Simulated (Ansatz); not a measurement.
# TiO2: the cost of one run

Program: Ansatz 0.2.0. Level of theory: DFT PBE, scalar-relativistic, plane waves, PAW. These are calculated values, not measurements.

## (1) The system as given

It takes space group P1 (No. 1, triclinic). The conventional cell has a = 2.968 Å, b = 4.708 Å, c = 7.241 Å, α = 88.08°, β = 78.18°, γ = 90.00°. Ti (site symmetry 1) has 6 O at 1.95 to 1.98 Å in its first shell of neighbours. Ti (site symmetry 1) is surrounded by 6 O at 1.96 to 1.97 Å. O (site symmetry 1) has 3 Ti at 1.96 Å in its first shell of neighbours. O (site symmetry 1) has 3 Ti at 1.95 to 1.98 Å in its first shell of neighbours. Around O (site symmetry 1) lie 3 Ti at 1.97 Å. Only part of the 9 independent sites is listed.

Coordinates:

```xyz
54
Lattice="8.9048 0.0000 0.0000 0.0004 9.4152 0.0000 1.4836 0.2424 7.0835" Properties=species:S:1:pos:R:3 pbc="T T T"
Ti    2.9797    2.6161    4.8486
Ti    2.9799    7.3237    4.8486
Ti    5.9480    2.6161    4.8486
Ti    5.9482    7.3237    4.8486
Ti    8.9163    2.6161    4.8486
Ti    8.9165    7.3237    4.8486
Ti    1.4933    2.3377    2.2452
Ti    1.4935    7.0453    2.2452
Ti    4.4616    2.3377    2.2452
Ti    4.4618    7.0453    2.2452
Ti    7.4298    2.3377    2.2452
Ti    7.4301    7.0453    2.2452
Ti    0.0111    0.0020    0.0050
Ti    0.0113    4.7096    0.0050
Ti    2.9793    0.0020    0.0050
Ti    2.9795    4.7096    0.0050
Ti    5.9476    0.0020    0.0050
Ti    5.9478    4.7096    0.0050
O     2.9811    4.0496    6.1826
O     2.9813    8.7573    6.1826
O     5.9494    4.0496    6.1826
O     5.9496    8.7573    6.1826
O     8.9177    4.0496    6.1826
O     8.9179    8.7573    6.1826
O     1.4963    3.4427    3.8925
O     1.4965    8.1503    3.8925
O     4.4646    3.4427    3.8925
O     4.4648    8.1503    3.8925
O     7.4329    3.4427    3.8925
O     7.4331    8.1503    3.8925
O     2.9804    3.3042    1.3825
O     2.9806    8.0118    1.3825
O     5.9487    3.3042    1.3825
O     5.9489    8.0118    1.3825
O     8.9169    3.3042    1.3825
O     8.9172    8.0118    1.3825
O     1.4967    1.6498    5.7110
O     1.4969    6.3574    5.7110
O     4.4649    1.6498    5.7110
O     4.4652    6.3574    5.7110
O     7.4332    1.6498    5.7110
O     7.4334    6.3574    5.7110
O     2.9795    1.5111    3.2009
O     2.9798    6.2187    3.2009
O     5.9478    1.5111    3.2009
O     5.9480    6.2187    3.2009
O     8.9161    1.5111    3.2009
O     8.9163    6.2187    3.2009
O     1.4969    0.9041    0.9105
O     1.4971    5.6117    0.9105
O     4.4652    0.9041    0.9105
O     4.4654    5.6117    0.9105
O     7.4334    0.9041    0.9105
O     7.4336    5.6117    0.9105
```

The runs take a perfect supercell of 54 atoms; the defect goes to fractional position (0.167, 0.083, 0.667).

## (2) The perfect supercell

input.yaml reads:

```yaml
crystal:
  lattice:
    - [8.904794, 0.0, 0.0]
    - [0.000416, 9.415214, 0.0]
    - [1.48357, 0.242353, 7.083465]
  atoms:
    - { symbol: Ti, position: [0.220569, 0.260237, 0.684496] }
    - { symbol: Ti, position: [0.220569, 0.760237, 0.684496] }
    - { symbol: Ti, position: [0.553903, 0.260237, 0.684496] }
    - { symbol: Ti, position: [0.553903, 0.760237, 0.684496] }
    - { symbol: Ti, position: [0.887236, 0.260237, 0.684496] }
    - { symbol: Ti, position: [0.887236, 0.760237, 0.684496] }
    - { symbol: Ti, position: [0.11488, 0.24013, 0.31696] }
    - { symbol: Ti, position: [0.11488, 0.74013, 0.31696] }
    - { symbol: Ti, position: [0.448213, 0.24013, 0.31696] }
    - { symbol: Ti, position: [0.448213, 0.74013, 0.31696] }
    - { symbol: Ti, position: [0.781547, 0.24013, 0.31696] }
    - { symbol: Ti, position: [0.781547, 0.74013, 0.31696] }
    - { symbol: Ti, position: [0.001124, 0.000194, 0.000703] }
    - { symbol: Ti, position: [0.001124, 0.500194, 0.000703] }
    - { symbol: Ti, position: [0.334457, 0.000194, 0.000703] }
    - { symbol: Ti, position: [0.334457, 0.500194, 0.000703] }
    - { symbol: Ti, position: [0.667791, 0.000194, 0.000703] }
    - { symbol: Ti, position: [0.667791, 0.500194, 0.000703] }
    - { symbol: O, position: [0.189342, 0.40765, 0.872827] }
    - { symbol: O, position: [0.189342, 0.90765, 0.872827] }
    - { symbol: O, position: [0.522675, 0.40765, 0.872827] }
    - { symbol: O, position: [0.522675, 0.90765, 0.872827] }
    - { symbol: O, position: [0.856009, 0.40765, 0.872827] }
    - { symbol: O, position: [0.856009, 0.90765, 0.872827] }
    - { symbol: O, position: [0.076469, 0.351504, 0.549515] }
    - { symbol: O, position: [0.076469, 0.851504, 0.549515] }
    - { symbol: O, position: [0.409802, 0.351504, 0.549515] }
    - { symbol: O, position: [0.409802, 0.851504, 0.549515] }
    - { symbol: O, position: [0.743136, 0.351504, 0.549515] }
    - { symbol: O, position: [0.743136, 0.851504, 0.549515] }
    - { symbol: O, position: [0.302166, 0.345918, 0.195172] }
    - { symbol: O, position: [0.302166, 0.845918, 0.195172] }
    - { symbol: O, position: [0.635499, 0.345918, 0.195172] }
    - { symbol: O, position: [0.635499, 0.845918, 0.195172] }
    - { symbol: O, position: [0.968832, 0.345918, 0.195172] }
    - { symbol: O, position: [0.968832, 0.845918, 0.195172] }
    - { symbol: O, position: [0.033745, 0.154477, 0.806243] }
    - { symbol: O, position: [0.033745, 0.654477, 0.806243] }
    - { symbol: O, position: [0.367079, 0.154477, 0.806243] }
    - { symbol: O, position: [0.367079, 0.654477, 0.806243] }
    - { symbol: O, position: [0.700412, 0.154477, 0.806243] }
    - { symbol: O, position: [0.700412, 0.654477, 0.806243] }
    - { symbol: O, position: [0.259309, 0.148864, 0.451878] }
    - { symbol: O, position: [0.259309, 0.648864, 0.451878] }
    - { symbol: O, position: [0.592642, 0.148864, 0.451878] }
    - { symbol: O, position: [0.592642, 0.648864, 0.451878] }
    - { symbol: O, position: [0.925975, 0.148864, 0.451878] }
    - { symbol: O, position: [0.925975, 0.648864, 0.451878] }
    - { symbol: O, position: [0.146679, 0.092719, 0.128539] }
    - { symbol: O, position: [0.146679, 0.592719, 0.128539] }
    - { symbol: O, position: [0.480013, 0.092719, 0.128539] }
    - { symbol: O, position: [0.480013, 0.592719, 0.128539] }
    - { symbol: O, position: [0.813346, 0.092719, 0.128539] }
    - { symbol: O, position: [0.813346, 0.592719, 0.128539] }
basis:
  ecutwfc: 420
  fft_grid_basis: typed
kpoints:
  mp_grid: { grid: [2, 1, 2] }
hamiltonian:
  xc: pbe
  pseudopotentials: { kind: paw }
scf:
  occupations: { method: gaussian, width: 0.05 }
output:
  forces: true
  stress: false
  eigenvalues: true
  bader: false
  write_density: true
  volumetric_format: npy
```

Started as:

```console
$ ansatz run input.yaml --threads 8 --pin off --max-ram 16384MiB --backend cpu --events-out ev --progress --plain --runs-dir out
```

**Question.** How long does this run take on 8 threads of Arm Neoverse N1, shared host, and how much memory does it need?

About 14 s, with a peak of 3 GiB.
